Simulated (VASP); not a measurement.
## VASP 6.6.1, r²SCAN single-point calculation, LiCl (strained database structure)

INCAR

```
LREAL = .FALSE.
ENCUT = 520
ISMEAR = 0
LCHARG = .FALSE.
ALGO = Normal
NBANDS = 18
METAGGA = R2SCAN
NELM = 120
NSW = 0
LWAVE = .FALSE.
SIGMA = 0.01
LASPH = .TRUE.
PREC = Accurate
ISIF = 2
EDIFF = 1E-7
IBRION = -1
```

KPOINTS

```
KPOINTS created by Atomic Simulation Environment
0
Gamma
12 12 4
0 0 0
```

KPOINTS_OPT

```
special points
6
Reciprocal
0.0000000000 0.0000000000 0.0000000000 1
0.5000000000 0.0000000000 0.0000000000 1
0.3333333333 0.3333333333 0.0000000000 1
0.0000000000 0.0000000000 0.5000000000 1
0.5000000000 0.0000000000 0.5000000000 1
0.3333333333 0.3333333333 0.5000000000 1
```

POSCAR

```
Li Cl
 1.0000000000000000
     4.0966042671729026    0.0000000000000000    0.0000000000000000
    -2.0483021335864513    3.5477633646234672    0.0000000000000000
     0.0000000000000000    0.0000000000000000    5.8376248046999999
 Li  Cl
   2   2
Cartesian
  2.0483021335864504  1.1825877882078224  5.2124703457749808
 -0.0000000000000001  2.3651755764156448  2.2936579434249809
  2.0483021335864504  1.1825877882078224  2.8142695983123240
 -0.0000000000000001  2.3651755764156448  5.7330820006623240
```

VASP ran with the recommended PBE PAW datasets (20 valence electrons in the cell).

Command

```
mpirun -np 1 vasp_std
```

OSZICAR

```
N       E                     dE             d eps       ncg     rms          rms(c)
DAV:   1     0.122704312703E+03    0.12270E+03   -0.90055E+03  2052   0.109E+03
DAV:   2    -0.127299361705E+02   -0.13543E+03   -0.13012E+03  2540   0.242E+02
DAV:   3    -0.287458648287E+02   -0.16016E+02   -0.15932E+02  3594   0.709E+01
DAV:   4    -0.292604630138E+02   -0.51460E+00   -0.51239E+00  2970   0.143E+01
DAV:   5    -0.293002408801E+02   -0.39778E-01   -0.39766E-01  3164   0.308E+00    0.344E+00
DAV:   6    -0.251071539187E+02    0.41931E+01   -0.82325E-01  2584   0.652E+00    0.339E+00
DAV:   7    -0.251004628624E+02    0.66911E-02   -0.23468E-01  2590   0.279E+00    0.169E+00
DAV:   8    -0.251136247201E+02   -0.13162E-01   -0.10398E-02  2558   0.759E-01    0.650E-01
DAV:   9    -0.251183327639E+02   -0.47080E-02   -0.86128E-03  2182   0.688E-01    0.136E-01
DAV:  10    -0.251187788940E+02   -0.44613E-03   -0.67956E-04  3096   0.173E-01    0.583E-02
DAV:  11    -0.251189406097E+02   -0.16172E-03   -0.13597E-04  2322   0.885E-02    0.213E-02
DAV:  12    -0.251189804245E+02   -0.39815E-04   -0.23136E-05  2932   0.364E-02    0.637E-03
DAV:  13    -0.251189616143E+02    0.18810E-04   -0.37116E-06  2682   0.184E-02    0.342E-03
DAV:  14    -0.251189602543E+02    0.13600E-05   -0.67290E-08  2402   0.236E-03    0.153E-03
DAV:  15    -0.251189544002E+02    0.58541E-05   -0.69316E-07  2404   0.786E-03    0.115E-03
DAV:  16    -0.251189558493E+02   -0.14491E-05   -0.25365E-08  1340   0.144E-03    0.712E-04
DAV:  17    -0.251189564978E+02   -0.64848E-06   -0.18735E-08  1284   0.138E-03    0.251E-04
DAV:  18    -0.251189564619E+02    0.35865E-07   -0.29347E-09  1218   0.521E-04
   1 F= -.25118956E+02 E0= -.25118956E+02  d E =-.454995E-50
       N       E                     dE             ncg
DAV:   1     0.135019388480E+04   -0.35613E+04      216
DAV:   2     0.537621772396E+03   -0.81257E+03      278
DAV:   3     0.441012651652E+03   -0.96609E+02      350
DAV:   4     0.437491817276E+03   -0.35208E+01      316
DAV:   5     0.437279229592E+03   -0.21259E+00      306
DAV:   6     0.437276924130E+03   -0.23055E-02      332
DAV:   7     0.437276850943E+03   -0.73187E-04      342
DAV:   8     0.437276850065E+03   -0.87813E-06      326
DAV:   9     0.437276850040E+03   -0.25548E-07      262
```

From OUTCAR

```
k-points           NKPTS =     57   k-points in BZ     NKDIM =     57   number of bands    NBANDS=     18

   NELECT =      20.0000    total number of electrons

   dimension x,y,z NGX =    30 NGY =   30 NGZ =   48
   dimension x,y,z NGXF=    60 NGYF=   60 NGZF=   96

  energy-cutoff  :      520.00
  volume of cell :       84.84
      direct lattice vectors                 reciprocal lattice vectors
     4.096604267  0.000000000  0.000000000     0.244104613  0.140933864  0.000000000
    -2.048302134  3.547763365  0.000000000     0.000000000  0.281867728  0.000000000
     0.000000000  0.000000000  5.837624805     0.000000000  0.000000000  0.171302547

 k-points in reciprocal lattice and weights: KPOINTS created by Atomic Simulation Env
   0.00000000  0.00000000  0.00000000       0.002
   0.08333333 -0.00000000  0.00000000       0.010
   0.16666667  0.00000000  0.00000000       0.010
   0.25000000  0.00000000  0.00000000       0.010
   0.33333333  0.00000000  0.00000000       0.010
   0.41666667  0.00000000  0.00000000       0.010
   0.50000000  0.00000000  0.00000000       0.005
   0.08333333  0.08333333  0.00000000       0.010
   ...

 E-fermi :  -1.3472

 k-point     1 :       0.0000    0.0000    0.0000
  band No.  band energies     occupation
      1     -46.0321      2.00000
      2     -46.0303      2.00000
      3     -14.9856      2.00000
      4     -14.5467      2.00000
      5      -3.7434      2.00000
      6      -2.3381      2.00000
      7      -2.3381      2.00000
      8      -1.8629      2.00000
      9      -1.8629      2.00000
     10      -1.4494      2.00000
     11       4.8653      0.00000
     12       7.2499      0.00000
     13       8.6106      0.00000
     14       8.6107      0.00000
     15       9.7544      0.00000
     16       9.7545      0.00000
     17      10.3480      0.00000
     18      10.9161      0.00000

 k-point     2 :       0.0833   -0.0000    0.0000
  band No.  band energies     occupation
      1     -46.0320      2.00000
      2     -46.0303      2.00000
      3     -14.9725      2.00000
      4     -14.5464      2.00000
      5      -3.7075      2.00000
      6      -2.4099      2.00000
      7      -2.3774      2.00000
      8      -1.9514      2.00000
      9      -1.8687      2.00000
     10      -1.4795      2.00000
     11       5.0186      0.00000
     12       7.3772      0.00000
     13       8.5662      0.00000
     14       8.7453      0.00000
     15       9.5914      0.00000
     16       9.8932      0.00000
     17      10.2822      0.00000
     18      10.9091      0.00000

 k-point     3 :       0.1667    0.0000    0.0000
  band No.  band energies     occupation
      1     -46.0319      2.00000
      2     -46.0303      2.00000
      3     -14.9352      2.00000
      4     -14.5467      2.00000
      5      -3.6034      2.00000
      6      -2.6077      2.00000
      7      -2.4768      2.00000
      8      -2.1684      2.00000
      9      -1.8904      2.00000
     10      -1.5686      2.00000
     11       5.4197      0.00000
     12       7.6574      0.00000
     13       8.5564      0.00000
     14       9.1066      0.00000
     15       9.1340      0.00000
     16      10.0140      0.00000
     17      10.2748      0.00000
     18      10.6846      0.00000

 k-point     4 :       0.2500    0.0000    0.0000
  band No.  band energies     occupation
      1     -46.0316      2.00000
      2     -46.0303      2.00000
      3     -14.8799      2.00000
      4     -14.5509      2.00000
      5      -3.4469      2.00000
      6      -2.8728      2.00000
      7      -2.5996      2.00000
      8      -2.4193      2.00000
      9      -1.9284      2.00000
     10      -1.7115      2.00000
     11       5.9276      0.00000
     12       7.7607      0.00000
     13       8.5212      0.00000
     14       8.9322      0.00000
     15       9.4830      0.00000
     16       9.7737      0.00000
     17      10.6694      0.00000
     18      10.7173      0.00000

 k-point     5 :       0.3333    0.0000    0.0000
  band No.  band energies     occupation
      1     -46.0313      2.00000
      2     -46.0303      2.00000
      3     -14.8164      2.00000
      4     -14.5625      2.00000
      5      -3.3149      2.00000
      6      -3.0667      2.00000
      7      -2.7117      2.00000
      8      -2.6363      2.00000
      9      -1.9716      2.00000
     10      -1.8953      2.00000
     11       6.3707      0.00000
     12       7.6133      0.00000
     13       8.1166      0.00000
     14       9.4320      0.00000
     15       9.5393      0.00000
     16       9.8971      0.00000
     17      10.7850      0.00000
     18      11.3808      0.00000

 k-point     6 :       0.4167    0.0000    0.0000
  band No.  band energies     occupation
      1     -46.0311      2.00000
      2     -46.0304      2.00000
      3     -14.7593      2.00000
      4     -14.5813      2.00000
      5      -3.4030      2.00000
      6      -2.9612      2.00000
      7      -2.7886      2.00000
      8      -2.7820      2.00000
      9      -2.0857      2.00000
     10      -2.0054      2.00000
     11       6.6384      0.00000
     12       7.2994      0.00000
     13       8.1115      0.00000
     14       9.4491      0.00000
     15       9.4987      0.00000
     16      10.5833      0.00000
     17      10.9522      0.00000
     18      12.2975      0.00000

 k-point     7 :       0.5000    0.0000    0.0000
  band No.  band energies     occupation
      1     -46.0310      2.00000
      2     -46.0304      2.00000
      3     -14.7330      2.00000
      4     -14.5934      2.00000
      5      -3.4616      2.00000
      6      -2.8597      2.00000
      7      -2.8391      2.00000
      8      -2.8157      2.00000
      9      -2.1842      2.00000
     10      -2.0180      2.00000
     11       6.7411      0.00000
     12       7.1373      0.00000
     13       8.1583      0.00000
     14       9.4060      0.00000
     15       9.5236      0.00000
     16      10.9604      0.00000
     17      11.0102      0.00000
     18      12.6673      0.00000

 k-point     8 :       0.0833    0.0833    0.0000
  band No.  band energies     occupation
      1     -46.0319      2.00000
      2     -46.0303      2.00000
      3     -14.9473      2.00000
      4     -14.5464      2.00000
      5      -3.6373      2.00000
      6      -2.5174      2.00000
      7      -2.4836      2.00000
      8      -2.0804      2.00000
      9      -1.8965      2.00000
     10      -1.5391      2.00000
     11       5.2970      0.00000
     12       7.6038      0.00000
     13       8.4930      0.00000
     14       8.9601      0.00000
     15       9.3726      0.00000
     16      10.0967      0.00000
     17      10.1316      0.00000
     18      10.6141      0.00000

 k-point     9 :       0.1667    0.0833    0.0000
  band No.  band energies     occupation
      1     -46.0317      2.00000
      2     -46.0303      2.00000
      3     -14.9009      2.00000
      4     -14.5486      2.00000
      5      -3.5052      2.00000
      6      -2.7444      2.00000
      7      -2.6302      2.00000
      8      -2.2626      2.00000
      9      -1.9470      2.00000
     10      -1.6551      2.00000
     11       5.7629      0.00000
     12       7.8866      0.00000
     13       8.5114      0.00000
     14       8.7135      0.00000
     15       9.5545      0.00000
     16       9.8700      0.00000
     17      10.1780      0.00000
     18      10.8390      0.00000

 k-point    10 :       0.2500    0.0833    0.0000
  band No.  band energies     occupation
      1     -46.0315      2.00000
      2     -46.0303      2.00000
      3     -14.8412      2.00000
      4     -14.5568      2.00000
      5      -3.3399      2.00000
      6      -3.0145      2.00000
      7      -2.7440      2.00000
      8      -2.4658      2.00000
      9      -1.9991      2.00000
     10      -1.8192      2.00000
     11       6.2689      0.00000
     12       7.8775      0.00000
     13       8.1345      0.00000
     14       9.0741      0.00000
     15       9.6086      0.00000
     16       9.7364      0.00000
     17      10.5484      0.00000
     18      11.3167      0.00000

 k-point    11 :       0.3333    0.0833    0.0000
  band No.  band energies     occupation
      1     -46.0312      2.00000
      2     -46.0303      2.00000
      3     -14.7795      2.00000
      4     -14.5733      2.00000
      5      -3.3375      2.00000
      6      -3.0519      2.00000
      7      -2.8086      2.00000
      8      -2.6510      2.00000
      9      -2.0467      2.00000
     10      -2.0081      2.00000
     11       6.6487      0.00000
     12       7.5392      0.00000
     13       8.0255      0.00000
     14       9.4131      0.00000
     15       9.5842      0.00000
     16      10.1033      0.00000
     17      10.8187      0.00000
     18      11.9187      0.00000

 ...

  Total       -0.9870536     -0.9870536     -0.1115298      0.0000000      0.0000000      0.0000000
  in kB      -18.6395952    -18.6395952     -2.1061376      0.0000000      0.0000000      0.0000000
  external PRESSURE =     -13.1284426 kB  Pullay stress =       0.0000000 kB

 POSITION                                       TOTAL-FORCE (eV/Angst)
 -----------------------------------------------------------------------------------
      2.04830      1.18259      5.21247        -0.000000      0.000000      0.022647
      0.00000      2.36518      2.29366         0.000000     -0.000000      0.022647
      2.04830      1.18259      2.81427        -0.000000      0.000000     -0.022647
      0.00000      2.36518      5.73308         0.000000      0.000000     -0.022647
 -----------------------------------------------------------------------------------
    total drift:                                0.000000      0.000001      0.121851

  FREE ENERGIE OF THE ION-ELECTRON SYSTEM (eV)
  ---------------------------------------------------
  free  energy   TOTEN  =       -25.1189564619 eV

  energy  without entropy=      -25.1189564619  energy(sigma->0) =      -25.11895646
```

| Quantity | Value |
| --- | --- |
| gap between bands v and c | 6.31 eV |
| least direct gap | 6.31 eV |
| pressure | -1.3 GPa |
| largest force | 0.02 eV/Å |

Band v is the last that the valence electrons fill when counted band by band, and c is the next.

The run took about 4.2 min on one core of a shared host (Intel Xeon Platinum 8488C) and held 0.26 GiB at most.
